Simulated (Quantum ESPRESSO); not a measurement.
# AlPt (Pm-3m) in Quantum ESPRESSO: equation of state

How stiff is AlPt in PBEsol, and what volume does it want? The cell is scaled to several volumes.

All numbers are computed with Quantum ESPRESSO 7.5; they aren't measurements. Logs are shortened: lines on timing, memory, paths and dates and some standing lists are left out, and cuts for length are marked.

## Step 1: The structure

Symmetry: Pm-3m, No. 221, cubic system. The conventional cell has a = 3.092 Å, b = 3.092 Å, c = 3.092 Å, α = 90.00°, β = 90.00°, γ = 90.00°. Pt (site symmetry m-3m) has 8 Al at 2.68 Å as nearest neighbours. Al (site symmetry m-3m) is surrounded by 8 Pt at 2.68 Å.

Measurements of this composition are mostly on another form, of space group No. 198.

## Step 2: Single point, PBEsol, 13.89 Å³/atom

pw.in

```
&CONTROL
  calculation = 'scf'
  prefix = 'pwscf'
  outdir = './tmp'
  pseudo_dir = './pseudo'
  tprnfor = .true.
  tstress = .true.
  disk_io = 'nowf'
/
&SYSTEM
  ibrav = 0
  nat = 2
  ntyp = 2
  ecutwfc = 45
  ecutrho = 360
  nbnd = 16
  occupations = 'smearing'
  smearing = 'fd'
  degauss = 0.00367493
/
&ELECTRONS
  conv_thr = 4d-10
  electron_maxstep = 120
  mixing_beta = 0.5
/
ATOMIC_SPECIES
Pt   195.0840 pt_pbesol_v1.4.uspp.F.UPF
Al    26.9815 al_pbesol_v1.uspp.F.UPF
CELL_PARAMETERS angstrom
   3.0284355161    0.0000000000    0.0000000000
   0.0000000000    3.0284355161    0.0000000000
   0.0000000000    0.0000000000    3.0284355161
ATOMIC_POSITIONS crystal
Pt     0.5000000000    0.5000000000    0.5000000000
Al     0.0000000000    0.0000000000    0.0000000000
K_POINTS automatic
9 9 9 0 0 0
```

Potentials or basis: GBRV 1.5 PBEsol.

Started as:

```sh
> OMP_NUM_THREADS=1 mpirun -n 2 pw.x -nk 2 -in pw.in > pw.out
```

pw.out:

```text
This program is part of the open-source Quantum ESPRESSO suite
     for quantum simulation of materials; please cite
[... 6 lines left out ...]
     using ibrav=0 with symmetry is DISCOURAGED, use correct ibrav instead

     K-points division:     npool     =       2
     Subspace diagonalization in iterative solution of the eigenvalue problem:
     a serial algorithm will be used

     G-vector sticks info
     --------------------
     sticks:   dense  smooth     PW     G-vecs:    dense   smooth      PW
     Sum         949     481    145                21631     7689    1357

     Using Slab Decomposition

     bravais-lattice index     =            0
     lattice parameter (alat)  =       5.7229  a.u.
     unit-cell volume          =     187.4354 (a.u.)^3
     number of atoms/cell      =            2
     number of atomic types    =            2
     number of electrons       =        19.00
     number of Kohn-Sham states=           16
     kinetic-energy cutoff     =      45.0000  Ry
     charge density cutoff     =     360.0000  Ry
     scf convergence threshold =      4.0E-10
     mixing beta               =       0.5000
     number of iterations used =            8  plain     mixing
     Exchange-correlation= SLA  PW   PSX  PSC
                           (   1   4  10   8   0   0   0)

     celldm(1)=   5.722914  celldm(2)=   0.000000  celldm(3)=   0.000000
     celldm(4)=   0.000000  celldm(5)=   0.000000  celldm(6)=   0.000000

     crystal axes: (cart. coord. in units of alat)
               a(1) = (   1.000000   0.000000   0.000000 )
               a(2) = (   0.000000   1.000000   0.000000 )
               a(3) = (   0.000000   0.000000   1.000000 )

     reciprocal axes: (cart. coord. in units 2 pi/alat)
               b(1) = (  1.000000  0.000000  0.000000 )
               b(2) = (  0.000000  1.000000  0.000000 )
               b(3) = (  0.000000  0.000000  1.000000 )

     PseudoPot. # 1 for Pt read from file:
     pt_pbesol_v1.4.uspp.F.UPF
     Pseudo is Ultrasoft + core correction, Zval = 16.0
     Generated by new atomic code, or converted to UPF format
     Using radial grid of  985 points,  6 beta functions with:
                l(1) =   0
                l(2) =   0
                l(3) =   1
                l(4) =   1
                l(5) =   2
                l(6) =   2
     Q(r) pseudized with  8 coefficients,  rinner =    1.300   1.300   1.300
                                                       1.300   1.300

     PseudoPot. # 2 for Al read from file:
     al_pbesol_v1.uspp.F.UPF
     Pseudo is Ultrasoft + core correction, Zval =  3.0
     Generated by new atomic code, or converted to UPF format
     Using radial grid of  893 points,  3 beta functions with:
                l(1) =   0
                l(2) =   1
                l(3) =   2
     Q(r) pseudized with  8 coefficients,  rinner =    0.900   0.900   0.900
                                                       0.900   0.900

     atomic species   valence    mass     pseudopotential
     Pt               16.00   195.08400     Pt( 1.00)
     Al                3.00    26.98150     Al( 1.00)

     48 Sym. Ops., with inversion, found

   Cartesian axes

     site n.     atom                  positions (alat units)
         1        Pt     tau(   1) = (   0.5000000   0.5000000   0.5000000  )
         2        Al     tau(   2) = (   0.0000000   0.0000000   0.0000000  )

     number of k points=    35  Fermi-Dirac smearing, width (Ry)=  0.0037
                       cart. coord. in units 2pi/alat
        k(    1) = (   0.0000000   0.0000000   0.0000000), wk =   0.0027435
        k(    2) = (   0.0000000   0.0000000   0.1111111), wk =   0.0164609
        k(    3) = (   0.0000000   0.0000000   0.2222222), wk =   0.0164609
        k(    4) = (   0.0000000   0.0000000   0.3333333), wk =   0.0164609
        k(    5) = (   0.0000000   0.0000000   0.4444444), wk =   0.0164609
        k(    6) = (   0.0000000   0.1111111   0.1111111), wk =   0.0329218
[... 27 lines left out ...]
        k(   34) = (   0.3333333   0.4444444   0.4444444), wk =   0.0658436
        k(   35) = (   0.4444444   0.4444444   0.4444444), wk =   0.0219479

     Dense  grid:    21631 G-vectors     FFT dimensions: (  36,  36,  36)

     Smooth grid:     7689 G-vectors     FFT dimensions: (  25,  25,  25)

     Initial potential from superposition of free atoms

     starting charge      18.4976, renormalised to      19.0000

     negative rho (up, down):  1.912E-01 0.000E+00
     Starting wfcs are   16 randomized atomic wfcs

     Self-consistent Calculation

     iteration #  1     ecut=    45.00 Ry     beta= 0.50
     Davidson diagonalization with overlap
     ethr =  1.00E-02,  avg # of iterations =  4.7

     negative rho (up, down):  1.754E-01 0.000E+00

     total energy              =    -216.49575937 Ry
     estimated scf accuracy    <       2.02262845 Ry

     iteration #  2     ecut=    45.00 Ry     beta= 0.50
     Davidson diagonalization with overlap
     ethr =  1.00E-02,  avg # of iterations =  2.0

     negative rho (up, down):  1.793E-01 0.000E+00

     total energy              =    -217.22149863 Ry
     estimated scf accuracy    <       0.93836519 Ry

     iteration #  3     ecut=    45.00 Ry     beta= 0.50
     Davidson diagonalization with overlap
     ethr =  4.94E-03,  avg # of iterations =  1.3

     negative rho (up, down):  1.770E-01 0.000E+00

     total energy              =    -217.34399231 Ry
     estimated scf accuracy    <       0.02013723 Ry

     iteration #  4     ecut=    45.00 Ry     beta= 0.50
     Davidson diagonalization with overlap
     ethr =  1.06E-04,  avg # of iterations =  2.7

     negative rho (up, down):  1.771E-01 0.000E+00

     total energy              =    -217.35011130 Ry
     estimated scf accuracy    <       0.01714756 Ry

     iteration #  5     ecut=    45.00 Ry     beta= 0.50
     Davidson diagonalization with overlap
     ethr =  9.03E-05,  avg # of iterations =  1.4

     negative rho (up, down):  1.776E-01 0.000E+00

     total energy              =    -217.35282808 Ry
     estimated scf accuracy    <       0.00010279 Ry
[... 10 lines left out ...]
     iteration #  7     ecut=    45.00 Ry     beta= 0.50
     Davidson diagonalization with overlap
     ethr =  1.46E-08,  avg # of iterations =  2.1

     negative rho (up, down):  1.777E-01 0.000E+00

     total energy              =    -217.35287349 Ry
     estimated scf accuracy    <       0.00000002 Ry

     iteration #  8     ecut=    45.00 Ry     beta= 0.50
     Davidson diagonalization with overlap
     ethr =  9.49E-11,  avg # of iterations =  3.9

     negative rho (up, down):  1.777E-01 0.000E+00

     total energy              =    -217.35287350 Ry
     estimated scf accuracy    <          8.9E-09 Ry

     iteration #  9     ecut=    45.00 Ry     beta= 0.50
     Davidson diagonalization with overlap
     ethr =  4.68E-11,  avg # of iterations =  2.0

     negative rho (up, down):  1.777E-01 0.000E+00

     total energy              =    -217.35287350 Ry
     estimated scf accuracy    <          2.0E-09 Ry

     iteration # 10     ecut=    45.00 Ry     beta= 0.50
     Davidson diagonalization with overlap
     ethr =  1.05E-11,  avg # of iterations =  1.1

     negative rho (up, down):  1.777E-01 0.000E+00

     End of self-consistent calculation

          k = 0.0000 0.0000 0.0000 (   949 PWs)   bands (ev):

   -35.6728 -35.6728 -35.6728   5.5061  11.6123  11.6123  14.8939  14.8939
    14.8939  21.6177  21.6177  21.6177  26.9618  26.9618  27.9310  35.6053

          k = 0.0000 0.0000 0.1111 (   956 PWs)   bands (ev):

   -35.6844 -35.6718 -35.6718   5.7444  11.6796  11.6994  14.6568  14.6568
    14.9182  20.4153  22.0481  22.0481  26.4825  27.3987  29.1575  34.6680

          k = 0.0000 0.0000 0.2222 (   960 PWs)   bands (ev):

   -35.7136 -35.6694 -35.6694   6.4332  11.8197  11.8575  14.1394  14.1394
    14.9804  18.5003  23.1424  23.1424  25.4263  27.7203  32.0949  32.6313

          k = 0.0000 0.0000 0.3333 (   956 PWs)   bands (ev):

   -35.7467 -35.6667 -35.6667   7.4911  11.5378  12.0749  13.6471  13.6471
    15.0529  17.2068  24.3934  24.5820  24.5820  28.1033  30.5351  30.5351

          k = 0.0000 0.0000 0.4444 (   952 PWs)   bands (ev):

   -35.7682 -35.6649 -35.6649   8.7041  10.6351  12.2269  13.3635  13.3635
    15.1010  16.8029  23.7783  26.0568  26.0568  28.5693  28.7428  28.7428

          k = 0.0000 0.1111 0.1111 (   953 PWs)   bands (ev):

   -35.6836 -35.6831 -35.6709   5.9802  11.7486  11.7934  14.3920  14.6297
    14.7433  20.7904  20.8144  22.4702  26.5239  28.1123  29.6973  33.6218

          k = 0.0000 0.1111 0.2222 (   950 PWs)   bands (ev):

   -35.7125 -35.6809 -35.6685   6.6609  11.8641  11.9868  13.8609  14.1667
    14.7712  18.8393  21.7406  23.5483  25.7778  28.8107  31.5280  32.1859

          k = 0.0000 0.1111 0.3333 (   945 PWs)   bands (ev):

   -35.7455 -35.6781 -35.6658   7.7047  11.5437  12.1876  13.5330  13.6848
    14.8495  17.4059  22.8614  24.9361  24.9736  29.2305  29.5364  30.4046

          k = 0.0000 0.1111 0.4444 (   949 PWs)   bands (ev):

   -35.7670 -35.6762 -35.6640   8.9261  10.5842  12.3500  13.4048  13.4254
    14.9028  16.8318  23.6179  24.7494  26.5062  27.4999  28.5903  30.1832
[... 101 lines left out ...]
          k = 0.2222 0.3333 0.4444 (   960 PWs)   bands (ev):

   -35.7565 -35.7334 -35.6984  10.0238  11.5448  11.8912  13.2644  14.3301
    15.6374  17.5815  20.9638  22.0619  24.0295  25.7652  28.1340  32.1304

          k = 0.2222 0.4444 0.4444 (   962 PWs)   bands (ev):

   -35.7544 -35.7542 -35.6964  10.0088  11.7313  11.8684  13.1225  15.6670
    16.1003  17.4471  19.5493  20.7195  24.5056  26.8166  27.3204  30.2366

          k = 0.3333 0.3333 0.3333 (   955 PWs)   bands (ev):

   -35.7332 -35.7319 -35.7319  10.0069  11.6149  11.6149  14.3047  14.4240
    14.4240  20.4524  20.4524  20.5038  24.0857  25.9744  25.9744  31.4045

          k = 0.3333 0.3333 0.4444 (   968 PWs)   bands (ev):

   -35.7532 -35.7307 -35.7299  10.3051  11.3136  11.4123  14.4912  14.4980
    16.1958  18.3234  20.3792  21.7526  23.5724  24.3392  26.5666  29.5960

          k = 0.3333 0.4444 0.4444 (   965 PWs)   bands (ev):

   -35.7511 -35.7510 -35.7282  10.4021  11.1544  11.2036  14.5924  15.8880
    16.9867  18.6507  19.4597  20.1990  23.9953  24.7790  25.5510  27.3587

          k = 0.4444 0.4444 0.4444 (   955 PWs)   bands (ev):

   -35.7490 -35.7489 -35.7489  10.6723  10.8580  10.8580  15.9626  15.9626
    18.0086  18.8054  19.6762  19.6762  23.4095  24.2677  24.2677  25.2435

     the Fermi energy is    17.6667 ev

!    total energy              =    -217.35287350 Ry
     estimated scf accuracy    <          2.8E-12 Ry
     smearing contrib. (-TS)   =      -0.00051539 Ry
     internal energy E=F+TS    =    -217.35235811 Ry

     The total energy is F=E-TS. E is the sum of the following terms:
     one-electron contribution =     -50.40818070 Ry
     hartree contribution      =      39.03554741 Ry
     xc contribution           =     -61.14621396 Ry
     ewald contribution        =    -144.83351086 Ry

     convergence has been achieved in  10 iterations

     negative rho (up, down):  1.777E-01 0.000E+00

     Forces acting on atoms (cartesian axes, Ry/au):

     atom    1 type  1   force =     0.00000000    0.00000000    0.00000000
     atom    2 type  2   force =     0.00000000    0.00000000    0.00000000

     Total force =     0.000000     Total SCF correction =     0.000000

     Computing stress (Cartesian axis) and pressure

     negative rho (up, down):  1.777E-01 0.000E+00
          total   stress  (Ry/bohr**3)                   (kbar)     P=       62.77
   0.00042672   0.00000000   0.00000000           62.77        0.00        0.00
   0.00000000   0.00042672   0.00000000            0.00       62.77        0.00
   0.00000000   0.00000000   0.00042672            0.00        0.00       62.77

=------------------------------------------------------------------------------=
   JOB DONE.
=------------------------------------------------------------------------------=
```

It took 4.4 s on 2 MPI ranks of Arm Neoverse V2, shared host; peak memory 0.16 GiB.

Results:

| Quantity | Value |
| --- | --- |
| Free energy | -2957.2365 eV |
| Pressure | 6.3 GPa |
| Band gap on the k mesh | none (metal or under the smearing width) |

## Step 3: Single point, PBEsol, 14.18 Å³/atom

Changes to pw.in since step 2:

```diff
@@ -29,5 +29,5 @@
 CELL_PARAMETERS angstrom
-   3.0284355161    0.0000000000    0.0000000000
-   0.0000000000    3.0284355161    0.0000000000
-   0.0000000000    0.0000000000    3.0284355161
+   3.0497632294    0.0000000000    0.0000000000
+   0.0000000000    3.0497632294    0.0000000000
+   0.0000000000    0.0000000000    3.0497632294
 ATOMIC_POSITIONS crystal
```

Potentials or basis: GBRV 1.5 PBEsol.

Started as:

```sh
> OMP_NUM_THREADS=1 mpirun -n 2 pw.x -nk 2 -in pw.in > pw.out
```

Run time: 4.5 s. Hardware: 2 MPI ranks of Arm Neoverse V2, shared host; peak memory 0.18 GiB.

It converged, with:

- Free energy: -2957.2521 eV
- Pressure: 1.6 GPa
- Band gap on the k mesh: none (metal or under the smearing width)

## Step 4: Single point, PBEsol, 14.48 Å³/atom

Changes to pw.in since step 3:

```diff
@@ -29,5 +29,5 @@
 CELL_PARAMETERS angstrom
-   3.0497632294    0.0000000000    0.0000000000
-   0.0000000000    3.0497632294    0.0000000000
-   0.0000000000    0.0000000000    3.0497632294
+   3.0707967439    0.0000000000    0.0000000000
+   0.0000000000    3.0707967439    0.0000000000
+   0.0000000000    0.0000000000    3.0707967439
 ATOMIC_POSITIONS crystal
```

Started as:

```sh
> OMP_NUM_THREADS=1 mpirun -n 2 pw.x -nk 2 -in pw.in > pw.out
```

Wall time 4.5 s (2 MPI ranks of Arm Neoverse V2, shared host); peak memory 0.18 GiB.

The run converged. Its results:

```yaml
Free_energy: -2957.2513 eV
Pressure: -2.5 GPa
Band_gap_on_the_k_mesh: none (metal or under the smearing width)
```

## Step 5: Single point, PBEsol, 14.77 Å³/atom

Changes to pw.in since step 4:

```diff
@@ -29,5 +29,5 @@
 CELL_PARAMETERS angstrom
-   3.0707967439    0.0000000000    0.0000000000
-   0.0000000000    3.0707967439    0.0000000000
-   0.0000000000    0.0000000000    3.0707967439
+   3.0915460000    0.0000000000    0.0000000000
+   0.0000000000    3.0915460000    0.0000000000
+   0.0000000000    0.0000000000    3.0915460000
 ATOMIC_POSITIONS crystal
```

Started as:

```sh
> OMP_NUM_THREADS=1 mpirun -n 2 pw.x -nk 2 -in pw.in > pw.out
```

It took 4.6 s on 2 MPI ranks of Arm Neoverse V2, shared host; peak memory 0.18 GiB.

Results (log left out):

- Free energy: -2957.2361 eV
- Pressure: -6.2 GPa
- Band gap on the k mesh: none (metal or under the smearing width)

## Step 6: Single point, PBEsol, 15.07 Å³/atom

Changes to pw.in since step 5:

```diff
@@ -29,5 +29,5 @@
 CELL_PARAMETERS angstrom
-   3.0915460000    0.0000000000    0.0000000000
-   0.0000000000    3.0915460000    0.0000000000
-   0.0000000000    0.0000000000    3.0915460000
+   3.1120204112    0.0000000000    0.0000000000
+   0.0000000000    3.1120204112    0.0000000000
+   0.0000000000    0.0000000000    3.1120204112
 ATOMIC_POSITIONS crystal
```

Potentials or basis: GBRV 1.5 PBEsol.

Started as:

```sh
> OMP_NUM_THREADS=1 mpirun -n 2 pw.x -nk 2 -in pw.in > pw.out
```

It took 4.6 s on 2 MPI ranks of Arm Neoverse V2, shared host; peak memory 0.18 GiB.

Results (log left out):

```yaml
Free_energy: -2957.2080 eV
Pressure: -9.5 GPa
Band_gap_on_the_k_mesh: none (metal or under the smearing width)
```

## Step 7: Single point, PBEsol, 15.36 Å³/atom

Changes to pw.in since step 6:

```diff
@@ -29,5 +29,5 @@
 CELL_PARAMETERS angstrom
-   3.1120204112    0.0000000000    0.0000000000
-   0.0000000000    3.1120204112    0.0000000000
-   0.0000000000    0.0000000000    3.1120204112
+   3.1322289022    0.0000000000    0.0000000000
+   0.0000000000    3.1322289022    0.0000000000
+   0.0000000000    0.0000000000    3.1322289022
 ATOMIC_POSITIONS crystal
```

Started as:

```sh
> OMP_NUM_THREADS=1 mpirun -n 2 pw.x -nk 2 -in pw.in > pw.out
```

Run time: 4.7 s. Hardware: 2 MPI ranks of Arm Neoverse V2, shared host; peak memory 0.18 GiB.

The run converged. Its results:

```
Free energy            : -2957.1685 eV
Pressure               : -12.4 GPa
Band gap on the k mesh : none (metal or under the smearing width)
```

## Step 8: Single point, PBEsol, 15.66 Å³/atom

Changes to pw.in since step 7:

```diff
@@ -29,5 +29,5 @@
 CELL_PARAMETERS angstrom
-   3.1322289022    0.0000000000    0.0000000000
-   0.0000000000    3.1322289022    0.0000000000
-   0.0000000000    0.0000000000    3.1322289022
+   3.1521799427    0.0000000000    0.0000000000
+   0.0000000000    3.1521799427    0.0000000000
+   0.0000000000    0.0000000000    3.1521799427
 ATOMIC_POSITIONS crystal
```

Started as:

```sh
> OMP_NUM_THREADS=1 mpirun -n 2 pw.x -nk 2 -in pw.in > pw.out
```

Wall time 4.7 s (2 MPI ranks of Arm Neoverse V2, shared host); peak memory 0.18 GiB.

The run converged. Its results:

```
Free energy            : -2957.1189 eV
Pressure               : -15.0 GPa
Band gap on the k mesh : none (metal or under the smearing width)
```

## Step 9: Equation of state, PBEsol

Potentials or basis: GBRV 1.5 PBEsol.

This step only gathers the single runs of the series.

What came out:

```
Equilibrium volume                      : 14.31 Å³/atom
Bulk modulus                            : 203 GPa
Pressure derivative of the bulk modulus : 4.8
```

Energy against volume, from the lowest point:
| volume (Å³/atom) | energy (meV/atom) |
| --- | --- |
| 13.888 | 7.79 |
| 14.183 | 0.00 |
| 14.478 | 0.39 |
| 14.774 | 8.00 |
| 15.069 | 22.06 |
| 15.365 | 41.79 |
| 15.660 | 66.59 |

The run has no spin-orbit coupling, so splittings on Pt are missing.
